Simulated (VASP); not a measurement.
# HfN (F-43m) in VASP: further runs, part 2 of 2

VASP 6.6.1.

### Step 5. Single point, PBEsol

The input, INCAR:

```
SYSTEM = HfN
PREC = Accurate ; ENCUT = 520
EDIFF = 1E-7 ; ISMEAR = 0
SIGMA = 0.05 ; LREAL = .False.
LASPH = .True. ; NELM = 100
ALGO = Normal ; ISIF = 2
LWAVE = .False. ; LCHARG = .False.
GGA = PS ; ADDGRID = .False.
```

The input, KPOINTS:

```
Automatic mesh
0
Gamma
  12 12 12
  0 0 0
```

The input, POSCAR:

```
HfN
1.0
    0.0000000000      2.4548220000      2.4548220000
    2.4548220000      0.0000000000      2.4548220000
    2.4548220000      2.4548220000      0.0000000000
Hf N
1 1
Direct
    0.0013890000     -0.0035870000      0.0084710000
    0.2560200000      0.2829830000      0.2320270000
```

Potentials or basis: VASP PAW PBE potentials, release 64 (Hf_pv, N).

On the command line:

```bash
cat potpaw_PBE.64/Hf_pv/POTCAR potpaw_PBE.64/N/POTCAR > POTCAR
mpirun -np 1 vasp_std > vasp.out
```

OUTCAR:

```text
SYSTEM = HfN
   PREC = Accurate
   ENCUT = 520
   EDIFF = 1E-7
   ISMEAR = 0
   LREAL = .False.
   LASPH = .True.
   NELM = 100
   ISIF = 2
   GGA = PS

 Found    868 irreducible k-points:

 Following reciprocal coordinates:
            Coordinates               Weight
  0.000000  0.000000  0.000000      1.000000
  0.083333  0.000000  0.000000      2.000000
  0.000000  0.083333  0.000000      2.000000
  0.000000  0.000000  0.083333      2.000000
  0.083333  0.083333  0.083333      2.000000
  0.166667  0.000000  0.000000      2.000000
   k-points           NKPTS =    868   k-points in BZ     NKDIM =    868   number of bands    NBANDS=     11
   number of dos      NEDOS =    301   number of ions     NIONS =      2
   total plane-waves  NPLWV =  21952
   dimension x,y,z NGX =    28 NGY =   28 NGZ =   28
   dimension x,y,z NGXF=    56 NGYF=   56 NGZF=   56
   ions per type =               1   1
   NGX,Y,Z   is equivalent  to a cutoff of  13.41, 13.41, 13.41 a.u.
   NGXF,Y,Z  is equivalent  to a cutoff of  26.82, 26.82, 26.82 a.u.
 SYSTEM =  HfN
   PREC   = accura    normal or accurate (medium, high low for compatibility)
   ISTART =      0    job   : 0-new  1-cont  2-samecut
   ICHARG =      2    charge: 1-file 2-atom 10-const
   ISPIN  =      1    spin polarized calculation?
   LNONCOLLINEAR =      F non collinear calculations
   LSORBIT =      F    spin-orbit coupling
   LASPH  =      T    aspherical Exc in radial PAW
   ENCUT  =  520.0 eV  38.22 Ry    6.18 a.u.   6.45  6.45  6.45*2*pi/ulx,y,z
   NELM   =    100;   NELMIN=  2; NELMDL= -5     # of ELM steps
   EDIFF  = 0.1E-06   stopping-criterion for ELM
   LREAL  =      F    real-space projection
   EDIFFG = 0.1E-05   stopping-criterion for IOM
   NSW    =      0    number of steps for IOM
   IBRION =     -1    ionic relax: 0-MD 1-quasi-New 2-CG
   NFREE  =      0    steps in history (QN), initial steepest desc. (CG)
   ISIF   =      2    stress and relaxation
   ISYM   =      2    0-nonsym 1-usesym 2-fastsym
   POTIM  = 0.5000    time-step for ionic-motion
   TEBEG  =    0.0;   TEEND  =   0.0 temperature during run
   PSTRESS=    0.0 pullay stress
   NELECT =      15.0000    total number of electrons
   NUPDOWN=      -1.0000    fix difference up-down
   EMIN   =  10.00;   EMAX   =-10.00  energy-range for DOS
   EFERMI =   0.00;   METHOD = LEGACY
   ISMEAR =     0;   SIGMA  =   0.05  broadening in eV -4-tet -1-fermi 0-gaus
   EFERMI_NEDOS =   21; number of points for ismear=-14 and -15
   IALGO  =     38    algorithm
   IMIX   =      4    mixing-type and parameters
     AMIX     =   0.40;   BMIX     =  1.00
     AMIX_MAG =   1.60;   BMIX_MAG =  1.00
  volume/ion in A,a.u.               =      14.79        99.83
  Fermi-wavevector in a.u.,A,eV,Ry     =   1.305395  2.466839 23.185087  1.704056
  Thomas-Fermi vector in A             =   2.436267
   LORBIT       =      0    0 simple, 1 ext, 2 COOP (PROOUT), +10 PAW based schemes
   GGA     = PS    functional components
   LHFCALC =     F    Hartree Fock is set to
   AEXX    =    0.0000 exact exchange contribution
   IVDW    =     0    specifies the selected vdW correction
   LEPSILON=     F    determine dielectric tensor
   LRPA    =     F    only Hartree local field effects (RPA)
 non-spin polarized calculation
 Gauss-broadening in eV      SIGMA  =   0.05
  energy-cutoff  :      520.00
  volume of cell :       29.59
 maximum number of plane-waves:       821
 NGX is ok and might be reduce to    28
   NGX = 13   NGY = 13   NGZ = 13

 number of electron      15.0000000 magnetization

 Free energy of the ion-electron system (eV)
  ---------------------------------------------------
  ext. energy  EPLUGINS =         0.00000000
  ---------------------------------------------------
  free energy    TOTEN  =       -22.16842407 eV

  energy without entropy =      -22.16757589  energy(sigma->0) =      -22.16799998

 E-fermi :   5.6066     XC(G=0): -11.3933

 val. band max:        5.5984960138   @ k =   0.0833   0.3333   0.2500
 cond. band min:       5.6100544012   @ k =  -0.4167  -0.3333  -0.1667
 fundamental gap:      0.0115583874
 Fermi energy:         5.6065855343

 k-point     1 :       0.0000    0.0000    0.0000
  band No.  band energies     occupation
      1     -25.4672      2.00000
      2     -25.4423      2.00000
      3     -25.4367      2.00000
      4     -10.5010      2.00000
      5       0.0001      2.00000
      6       0.1523      2.00000
      7       0.3198      2.00000
      8       4.8444      2.00000
      9       7.7815      0.00000
     10       7.7953      0.00000
     11      11.5595      0.00000
[... 57 lines left out ...]
 k-point     6 :       0.1667    0.0000    0.0000
  band No.  band energies     occupation
      1     -25.5740      2.00000
      2     -25.4776      2.00000
      3     -25.4515      2.00000
      4     -10.1858      2.00000
      5      -0.3347      2.00000
      6       0.2919      2.00000
      7       0.4397      2.00000
      8       6.0504      0.00000
      9       7.4584      0.00000
     10       7.5000      0.00000
     11      11.6606      0.00000

 [... further k-points ...]
[... 5 lines left out ...]
  --------------------------------------------------------------------------------------
  -------------------------------------------------------------------------------------
  Total       -0.7999036     -0.8125520     -0.8635645     -1.0205662     -0.4043862      0.6057299
  in kB      -43.3169872    -44.0019305    -46.7643975    -55.2664734    -21.8986267     32.8019447
  external PRESSURE =     -44.6944384 kB  Pullay stress =       0.0000000 kB

 VOLUME and BASIS-vectors are now :
 -----------------------------------------------------------------------------
  energy-cutoff  :      520.00
  volume of cell :       29.59
      direct lattice vectors                 reciprocal lattice vectors
     0.000000000  2.454822000  2.454822000    -0.203680756  0.203680756  0.203680756
     2.454822000  0.000000000  2.454822000     0.203680756 -0.203680756  0.203680756
     2.454822000  2.454822000  0.000000000     0.203680756  0.203680756 -0.203680756

 POSITION                                       TOTAL-FORCE (eV/Angst)
 -----------------------------------------------------------------------------------
      2.46681      0.02420      2.44943         0.474910     -0.719211      1.198546
      1.26426      1.19807      1.32316        -0.474910      0.719211     -1.198546
 -----------------------------------------------------------------------------------
    total drift:                                0.000097     -0.000114      0.000078

  FREE ENERGIE OF THE ION-ELECTRON SYSTEM (eV)
  ---------------------------------------------------
  free  energy   TOTEN  =       -22.1684240674 eV

  energy  without entropy=      -22.1675758907  energy(sigma->0) =      -22.16799998
```

Wall time 2.3 min (1 thread of Intel Xeon 6975P-C (Granite Rapids), shared host); peak memory 0.44 GiB.

These settings aren't checked as converged: the numbers below hold their error.

Results:

| Item | Value |
| --- | --- |
| Free energy | -22.1684 eV |
| Pressure | -4.5 GPa |
| Largest force | 1.476 eV/Å |
| Band gap on the k mesh | none (metal or under the smearing width) |

Caveat: the PAW data sets were made with another functional, which shifts forces and pressure a little.

### Step 6. Single point, PBEsol

Changes to INCAR since step 5:

```diff
@@ -1,3 +1,3 @@
 SYSTEM = HfN
-PREC = Accurate ; ENCUT = 520
+PREC = Accurate ; ENCUT = 900
 EDIFF = 1E-7 ; ISMEAR = 0
```

The input, KPOINTS:

```
Automatic mesh
0
Gamma
  10 10 10
  0 0 0
```

The input, POSCAR:

```
HfN
1.0
    0.0000000000      2.4548220000      2.4548220000
    2.4548220000      0.0000000000      2.4548220000
    2.4548220000      2.4548220000      0.0000000000
Hf N
1 1
Direct
    0.0000000000      0.0000000000      0.0000000000
    0.2500000000      0.2500000000      0.2500000000
```

Potentials or basis: VASP PAW PBE potentials, release 64 (Hf_pv, N).

On the command line:

```bash
cat potpaw_PBE.64/Hf_pv/POTCAR potpaw_PBE.64/N/POTCAR > POTCAR
mpirun -np 1 vasp_std > vasp.out
```

Run time: 18 s. Hardware: 1 thread of Intel Xeon 6975P-C (Granite Rapids), shared host; peak memory 0.23 GiB.

The run converged, but some of its settings lie outside the range that counts as converged, so its numbers aren't taken as properties of the crystal.

What came out:

| Item | Value |
| --- | --- |
| Free energy | -22.2617 eV |
| Pressure | -5.8 GPa |
| Band gap on the k mesh | none (metal or under the smearing width) |

Caveat: the PAW data sets were made with another functional, which shifts forces and pressure a little.
